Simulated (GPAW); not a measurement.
# CuAu (R-3m) in GPAW: notebook, part 3 of 3

GPAW 26.7.0. Earlier steps stand in the parts before.

**6. Optical spectrum, PBE**

This run uses another cell than the first one, of 15.66 Å³/atom, 1.085 times its volume.

run.py reads:

```python
from ase.dft.bandgap import bandgap
from ase.io import read, write
from gpaw import GPAW, PW
from gpaw.response.df import DielectricFunction

atoms = read('CuAu.xyz')

calc = GPAW(mode=PW(450),
            xc='PBE',
            kpts={'size': (9, 9, 9), 'gamma': True},
            occupations={'name': 'fermi-dirac', 'width': 0.05},
            nbands=23,
            convergence={'density': 1e-06},
            maxiter=150,
            txt='gpaw.txt')
atoms.calc = calc
energy = atoms.get_potential_energy()
calc.write('gs.gpw')
write('result.traj', atoms)
print(f'Energy: {energy:.6f} eV')
print('Fermi level:', round(calc.get_fermi_level(), 4), 'eV')
print(f'Gap: {bandgap(calc)[0]:.4f} eV, direct: {bandgap(calc, direct=True)[0]:.4f} eV')

dense = calc.fixed_density(kpts={'size': (15, 15, 15), 'gamma': True},
                           nbands=37, convergence={'bands': 31, 'eigenstates': 1e-7},
                           update_fermi_level=True, txt='dense.txt')
dense.write('dense.gpw', mode='all')

df = DielectricFunction('dense.gpw', frequencies={'type': 'nonlinear', 'domega0': 0.05, 'omega2': 10},
                        eta=0.1, ecut=50, nbands=31, rate='eta', txt='df.txt')
for direction in ['x', 'z']:
    df.get_dielectric_function(xc='RPA', direction=direction, filename=f'df_{direction}.csv')
```

CuAu.xyz reads:

```xyz
2
Lattice="1.4526137943 0.8386669652 4.2843581437 -1.4526137943 0.8386669652 4.2843581437 0.0000000000 -1.6773339303 4.2843581437" Properties=species:S:1:pos:R:3 pbc="T T T"
Au     0.0000000000      0.0000000000      0.0000000000
Cu     0.0000000000      0.0000000000      6.4265372155
```

Potentials or basis: GPAW PAW data sets (gpaw-data 1.2.1), pw.

The run is started by

```sh
OMP_NUM_THREADS=1 python run.py
```

gpaw.txt:

```text
__  _  _
 | _ |_)|_||  |
 |__||  | ||/\| - 26.7.0

Input parameters:
  mode=PW(ecut=450.00000000000006),
  convergence={'density': 1e-06},
  kpts=MonkhorstPack(size=(9, 9, 9), gamma=True),
  maxiter=150,
  nbands=23,
  occupations=Occupations(name='fermi-dirac', width=0.05),
  xc=XC(name='PBE')

Diagonalizing LCAO Hamiltonian
Converting LCAO to pw mode

       Cu

       Au

Atoms  # Å, Bohr magnetons
|   | symbol |        x |        y |        z |    initial magnetic moments |
|---|--------|----------|----------|----------|-----------------------------|
| 0 |     Au | 0.000000 | 0.000000 | 0.000000 | ( 0.0000,  0.0000,  0.0000) |
| 1 |     Cu | 0.000000 | 0.000000 | 6.426537 | ( 0.0000,  0.0000,  0.0000) |

Unit cell  # Å
| periodic |         x |         y |        z |  lengths |    angles |
|----------|-----------|-----------|----------|----------|-----------|
|      yes |  1.452614 |  0.838667 | 4.284358 | 4.600997 | 36.808229 |
|      yes | -1.452614 |  0.838667 | 4.284358 | 4.600997 | 36.808229 |
|      yes |  0.000000 | -1.677334 | 4.284358 | 4.600997 | 36.808229 |

Number of symmetries: 12
Symmetry operations  # r_c * U_cc + t_c -> r_c
|    | kind |            matrix            |
|----|------|------------------------------|
|  0 |  E   |  1, 0, 0,  0, 1, 0,  0, 0, 1 |
|  1 |  σ   |  1, 0, 0,  0, 0, 1,  0, 1, 0 |
|  2 |  σ   |  0, 1, 0,  1, 0, 0,  0, 0, 1 |
|  3 |  C3  |  0, 1, 0,  0, 0, 1,  1, 0, 0 |
|  4 |  C3  |  0, 0, 1,  1, 0, 0,  0, 1, 0 |
|  5 |  σ   |  0, 0, 1,  0, 1, 0,  1, 0, 0 |
[... 117 lines left out ...]
  Good broyden scale: 1.0
  Trust region scale: 1.0
  Backstep threshold: 4.0
  History deletion threshold: 6.0
  Fourier metric: weight=20.0, sigma=0.015

occupation numbers:
  Fermi-Dirac:
    width: 0.0500  # eV

poisson solver:
  ecut: 3600.0000000000005  # eV

xc functional:
  name: PBE with 2 nearest neighbor stencil

convergence criteria:
- Maximum integral of absolute [dens]ity change: 1e-06 electrons / valence electron
- Maximum [total energy] change in last 3 cyles: 0.0005 eV / valence electron
- Maximum integral of absolute [eigenst]ate change: 4e-08 eV^2 / valence electron
maximum number of iterations: 150

SCF iterations
|iter     | |      energy | eigst |  dens |
|---------|-|-------------|-------|-------|
|iter:   1| |   -7.753364 | -0.35 |       |
|iter:   2| |   -7.415472 | -2.76 | -0.99 |
|iter:   3| |   -6.824018 | -2.14 | -1.08 |
|iter:   4| |   -6.745349 | -2.96 | -1.54 |
|iter:   5| |   -6.736176 | -4.46 | -2.00 |
|iter:   6| |   -6.731888 | -4.36 | -2.17 |
|iter:   7| |   -6.731705c| -5.24 | -2.76 |
|iter:   8| |   -6.731699c| -5.87 | -3.26 |
|iter:   9| |   -6.731700c| -7.80c| -4.11 |
|iter:  10| |   -6.731700c| -7.63c| -4.62 |
|iter:  11| |   -6.731700c| -8.27c| -5.36 |
|iter:  12| |   -6.731700c| -8.77c| -5.70 |
|iter:  13| |   -6.731700c| -9.43c| -6.50c|

Converged in 13 steps
Energy contributions relative to reference atoms: (reference = -561619.722950)

Energy contributions:
  Kinetic:         -22.500794
  Coulomb:          17.727704
  Zero:              0.274477
  External:          0.000000
  Xc:               -2.229008
  Entropy:          -0.008160
  Spinorbit:         0.000000
  ----------------------------
  Free energy:      -6.735780
  Extrapolated:     -6.731700

dipole moment: (0.000000, -0.000000, -44.206341)  # |e|*Ang

Fermi level: 8.269
Eigenvalues  # (at kpt = [0.000, 0.000, 0.000])
| band index |      eig [eV] | occ [0-2] |
|------------|---------------|-----------|
|          0 |        -1.023 |     2.000 |
|        ... |               |           |
|          4 |         4.511 |     2.000 |
|          5 |         4.511 |     2.000 |
|          6 |         5.589 |     2.000 |
|          7 |         6.077 |     2.000 |
|          8 |         6.077 |     2.000 |
|          9 |         6.676 |     2.000 |
[... 8 lines left out ...]
|         18 |        28.561 |     0.000 |
|         19 |        29.460 |     0.000 |
|        ... |               |           |
|         22 |        32.699 |     0.000 |

No gap
No difference between direct/indirect transitions
# Writing to gs.gpw (mode='')
```

Run time: 7.8 min. Hardware: 1 thread of Arm Neoverse V1, shared host; peak memory 0.54 GiB.

What came out:

```yaml
Free_energy: -6.7358 eV
Band_gap_on_the_k_mesh: none (metal or under the smearing width)
```

Dielectric function (mean over the directions given):
| energy (eV) | real part | imaginary part |
| --- | --- | --- |
| 0.77 | -132.13 | 42.76 |
| 1.43 | -32.92 | 9.24 |
| 2.00 | -13.51 | 9.66 |
| 2.66 | -5.68 | 7.85 |
| 3.30 | -7.06 | 7.85 |
| 3.89 | -3.98 | 5.36 |
| 4.51 | -2.55 | 4.92 |
| 5.16 | -2.09 | 4.78 |
| 5.76 | -1.47 | 4.46 |
| 6.39 | -1.53 | 3.54 |
| 7.04 | -1.45 | 3.13 |
| 7.63 | -1.22 | 2.75 |
| 8.25 | -0.87 | 2.48 |
| 8.89 | -0.67 | 2.03 |
| 9.56 | -0.54 | 2.03 |
| 10.16 | -0.35 | 1.80 |
| 10.78 | -0.22 | 1.69 |
| 11.41 | -0.21 | 1.68 |
| 12.08 | -0.16 | 1.67 |
| 12.65 | -0.12 | 1.45 |
| 13.36 | -0.06 | 1.36 |
| 13.97 | -0.06 | 1.31 |
| 14.61 | -0.09 | 1.17 |
| 15.26 | -0.01 | 1.05 |
| 15.94 | 0.04 | 1.03 |
| 16.64 | 0.12 | 0.89 |
| 17.36 | 0.17 | 0.82 |
| 18.12 | 0.27 | 0.76 |
| 18.90 | 0.30 | 0.75 |
| 19.87 | 0.43 | 0.77 |

Caveat: the intraband term hangs on this k mesh; the long-wavelength limit can be off by several per cent where d states take part; independent-particle spectra lack excitons; the program warned that so skewed a cell can give wrong results.

**7. Optical spectrum, PBE**

This run uses another cell than the first one, of 15.97 Å³/atom, 1.106 times its volume.

run.py is that of step 6.

CuAu.xyz reads:

```xyz
2
Lattice="1.4620466157 0.8441130071 4.3121794307 -1.4620466157 0.8441130071 4.3121794307 0.0000000000 -1.6882260143 4.3121794307" Properties=species:S:1:pos:R:3 pbc="T T T"
Au     0.0000000000      0.0000000000      0.0000000000
Cu     0.0000000000     -0.0000000001      6.4682691460
```

Potentials or basis: GPAW PAW data sets (gpaw-data 1.2.1), pw.

The run is started by

```sh
OMP_NUM_THREADS=1 python run.py
```

gpaw.txt:

```text
__  _  _
 | _ |_)|_||  |
 |__||  | ||/\| - 26.7.0

Input parameters:
  mode=PW(ecut=450.00000000000006),
  convergence={'density': 1e-06},
  kpts=MonkhorstPack(size=(9, 9, 9), gamma=True),
  maxiter=150,
  nbands=23,
  occupations=Occupations(name='fermi-dirac', width=0.05),
  xc=XC(name='PBE')

Diagonalizing LCAO Hamiltonian
Converting LCAO to pw mode

       Cu

       Au

Atoms  # Å, Bohr magnetons
|   | symbol |        x |         y |        z |    initial magnetic moments |
|---|--------|----------|-----------|----------|-----------------------------|
| 0 |     Au | 0.000000 |  0.000000 | 0.000000 | ( 0.0000,  0.0000,  0.0000) |
| 1 |     Cu | 0.000000 | -0.000000 | 6.468269 | ( 0.0000,  0.0000,  0.0000) |

Unit cell  # Å
| periodic |         x |         y |        z |  lengths |    angles |
|----------|-----------|-----------|----------|----------|-----------|
|      yes |  1.462047 |  0.844113 | 4.312179 | 4.630874 | 36.808229 |
|      yes | -1.462047 |  0.844113 | 4.312179 | 4.630874 | 36.808229 |
|      yes |  0.000000 | -1.688226 | 4.312179 | 4.630874 | 36.808229 |

Number of symmetries: 12
Symmetry operations  # r_c * U_cc + t_c -> r_c
|    | kind |            matrix            |
|----|------|------------------------------|
|  0 |  E   |  1, 0, 0,  0, 1, 0,  0, 0, 1 |
|  1 |  σ   |  1, 0, 0,  0, 0, 1,  0, 1, 0 |
|  2 |  σ   |  0, 1, 0,  1, 0, 0,  0, 0, 1 |
|  3 |  C3  |  0, 1, 0,  0, 0, 1,  1, 0, 0 |
|  4 |  C3  |  0, 0, 1,  1, 0, 0,  0, 1, 0 |
|  5 |  σ   |  0, 0, 1,  0, 1, 0,  1, 0, 0 |
|  6 |  C2  |  0, 0,-1,  0,-1, 0, -1, 0, 0 |
|  7 |  S6  |  0, 0,-1, -1, 0, 0,  0,-1, 0 |
|  8 |  S6  |  0,-1, 0,  0, 0,-1, -1, 0, 0 |
|  9 |  C2  |  0,-1, 0, -1, 0, 0,  0, 0,-1 |
| 10 |  C2  | -1, 0, 0,  0, 0,-1,  0,-1, 0 |
| 11 |  i   | -1, 0, 0,  0,-1, 0,  0, 0,-1 |

BZ-sampling:
  Number of BZ points: 729
  Number of IBZ points: 85

  Monkhorst-Pack size: [9, 9, 9]
  Monkhorst-Pack shift: [0, 0, 0]

K-points  # in reciprocal-cell coordinates
|     |                                coordinates |     weight |
|-----|--------------------------------------------|------------|
|   0 | (  0.00000000,   0.00000000,   0.00000000) | 0.00137174 |
|   1 | (  0.11111111,   0.00000000,  -0.11111111) | 0.00823045 |
|   2 | (  0.11111111,   0.00000000,   0.00000000) | 0.00823045 |
|   3 | (  0.11111111,   0.11111111,  -0.11111111) | 0.00823045 |
|   4 | (  0.11111111,   0.11111111,   0.00000000) | 0.00823045 |
|   5 | (  0.11111111,   0.11111111,   0.11111111) | 0.00274348 |
|   6 | (  0.22222222,  -0.11111111,  -0.11111111) | 0.00823045 |
|   7 | (  0.22222222,   0.00000000,  -0.22222222) | 0.00823045 |
|   8 | (  0.22222222,   0.00000000,  -0.11111111) | 0.01646091 |
|   9 | (  0.22222222,   0.00000000,   0.00000000) | 0.00823045 |
| ... |                                            |            |
|  84 | (  0.44444444,   0.44444444,   0.44444444) | 0.00274348 |

Plane wave coefficients: 703
Cutoff: 450.00000000000006 eV

Spin-components: 1 (collinear spins)
Bands:           23
Projectors:      12
Spin-degeneracy: 2
Datatype:        complex128

Parallelization:
  kpt:    1
  domain: 1
  band:   1

Density:
  Valence electrons: 22.0
  Components: 1
  Grid points: [24 24 24]
  Charge: 0.0  # |e|

Potential:
  Grid points: [24 24 24]

species:
  Au:
    name:    Gold
    Z:       79.0
    valence: 11
    core:    68
    charge:  0.0  # [|e|]
    compensation charges:
      type: gauss
      rc: 0.42  # [Å]
      lmax: 2
    cutoffs:
      filter: 2.33  # [Å]
      core: 2.81  # [Å]
    projectors
    | kind |    occ | energy [eV] | rcut [Å] |
    |------|--------|-------------|----------|
    |   6s |  1.000 |      -5.728 |    1.323 |
    |   6p |  0.000 |      -0.775 |    1.323 |
    |   5d | 10.000 |      -6.891 |    1.323 |
    |    s |        |      21.484 |    1.323 |
    |    p |        |      26.436 |    1.323 |
    |    d |        |      20.321 |    1.323 |

    Using partial waves for Au as LCAO basis

  Cu:
    name:    Copper
    Z:       29.0
    valence: 11
    core:    18
    charge:  0.0  # [|e|]
    compensation charges:
      type: gauss
      rc: 0.33  # [Å]
      lmax: 2
    cutoffs:
      filter: 2.06  # [Å]
      core: 2.43  # [Å]
    projectors
    | kind |    occ | energy [eV] | rcut [Å] |
    |------|--------|-------------|----------|
    |   4s |  1.000 |      -4.609 |    1.164 |
    |   4p |  0.000 |      -0.698 |    1.164 |
    |   3d | 10.000 |      -5.039 |    1.058 |
    |    s |        |      22.603 |    1.164 |
    |    p |        |      26.513 |    1.164 |
    |    d |        |      22.172 |    1.058 |

    Using partial waves for Cu as LCAO basis

Reference energy: -561619.722950  # eV

eigensolver:
  PPCG
  Converge bands: occupied
  niter=2

density mixing:
  MSR1-Mixer
  Pratt-step length: 0.05
  Maximum mixing coefficient: 0.75
  Old densities: 10
  SVD Regularization: 0.005
  Good broyden scale: 1.0
  Trust region scale: 1.0
  Backstep threshold: 4.0
  History deletion threshold: 6.0
  Fourier metric: weight=20.0, sigma=0.015

occupation numbers:
  Fermi-Dirac:
    width: 0.0500  # eV

poisson solver:
  ecut: 3600.0000000000005  # eV

xc functional:
  name: PBE with 2 nearest neighbor stencil

convergence criteria:
- Maximum integral of absolute [dens]ity change: 1e-06 electrons / valence electron
- Maximum [total energy] change in last 3 cyles: 0.0005 eV / valence electron
- Maximum integral of absolute [eigenst]ate change: 4e-08 eV^2 / valence electron
maximum number of iterations: 150

SCF iterations
|iter     | |      energy | eigst |  dens |
|---------|-|-------------|-------|-------|
|iter:   1| |   -7.730617 | -0.37 |       |
|iter:   2| |   -7.390826 | -2.76 | -0.99 |
|iter:   3| |   -6.812296 | -2.15 | -1.08 |
|iter:   4| |   -6.735289 | -2.95 | -1.53 |
|iter:   5| |   -6.726206 | -4.49 | -1.99 |
|iter:   6| |   -6.721989 | -4.39 | -2.17 |
|iter:   7| |   -6.721805c| -5.24 | -2.75 |
|iter:   8| |   -6.721798c| -5.84 | -3.24 |
|iter:   9| |   -6.721798c| -7.80c| -4.10 |
|iter:  10| |   -6.721799c| -7.59c| -4.60 |
|iter:  11| |   -6.721798c| -8.22c| -5.34 |
|iter:  12| |   -6.721798c| -8.72c| -5.68 |
|iter:  13| |   -6.721798c| -9.37c| -6.46c|

Converged in 13 steps
Energy contributions relative to reference atoms: (reference = -561619.722950)

Energy contributions:
  Kinetic:         -24.120749
  Coulomb:          19.070905
  Zero:              0.268169
  External:          0.000000
  Xc:               -1.935824
  Entropy:          -0.008600
  Spinorbit:         0.000000
  ----------------------------
  Free energy:      -6.726098
  Extrapolated:     -6.721798

dipole moment: (-0.000000, 0.000000, -44.470306)  # |e|*Ang

Fermi level: 7.994
Eigenvalues  # (at kpt = [0.000, 0.000, 0.000])
| band index |      eig [eV] | occ [0-2] |
|------------|---------------|-----------|
|          0 |        -1.122 |     2.000 |
|        ... |               |           |
|          4 |         4.305 |     2.000 |
|          5 |         4.305 |     2.000 |
|          6 |         5.371 |     2.000 |
|          7 |         5.842 |     2.000 |
|          8 |         5.842 |     2.000 |
|          9 |         6.421 |     2.000 |
[... 8 lines left out ...]
|         18 |        28.062 |     0.000 |
|         19 |        28.964 |     0.000 |
|        ... |               |           |
|         22 |        32.193 |     0.000 |

No gap
No difference between direct/indirect transitions
# Writing to gs.gpw (mode='')
```

It took 8 min on 1 thread of Arm Neoverse V1, shared host; peak memory 0.55 GiB.

What came out:

```
Free energy            : -6.7261 eV
Band gap on the k mesh : none (metal or under the smearing width)
```

Dielectric function (mean over the directions given):
| energy (eV) | real part | imaginary part |
| --- | --- | --- |
| 0.77 | -131.52 | 42.37 |
| 1.43 | -32.66 | 9.36 |
| 2.00 | -13.54 | 9.57 |
| 2.66 | -5.45 | 8.04 |
| 3.30 | -6.21 | 6.74 |
| 3.89 | -3.60 | 5.37 |
| 4.51 | -2.62 | 4.85 |
| 5.16 | -2.14 | 4.42 |
| 5.76 | -1.80 | 4.50 |
| 6.39 | -1.54 | 3.54 |
| 7.04 | -1.39 | 2.96 |
| 7.63 | -1.16 | 2.63 |
| 8.25 | -0.95 | 2.39 |
| 8.89 | -0.60 | 2.11 |
| 9.56 | -0.52 | 1.93 |
| 10.16 | -0.32 | 1.78 |
| 10.78 | -0.20 | 1.73 |
| 11.41 | -0.19 | 1.59 |
| 12.08 | -0.23 | 1.59 |
| 12.65 | -0.12 | 1.42 |
| 13.36 | -0.02 | 1.34 |
| 13.97 | -0.05 | 1.26 |
| 14.61 | -0.02 | 1.10 |
| 15.26 | 0.04 | 1.03 |
| 15.94 | 0.02 | 0.95 |
| 16.64 | 0.14 | 0.87 |
| 17.36 | 0.20 | 0.77 |
| 18.12 | 0.31 | 0.75 |
| 18.90 | 0.34 | 0.71 |
| 19.87 | 0.47 | 0.78 |

Caveat: the intraband term hangs on this k mesh; the long-wavelength limit can be off by several per cent where d states take part; independent-particle spectra lack excitons; the program warned that so skewed a cell can give wrong results. Spin-orbit coupling is left out, which matters for the levels of Au.
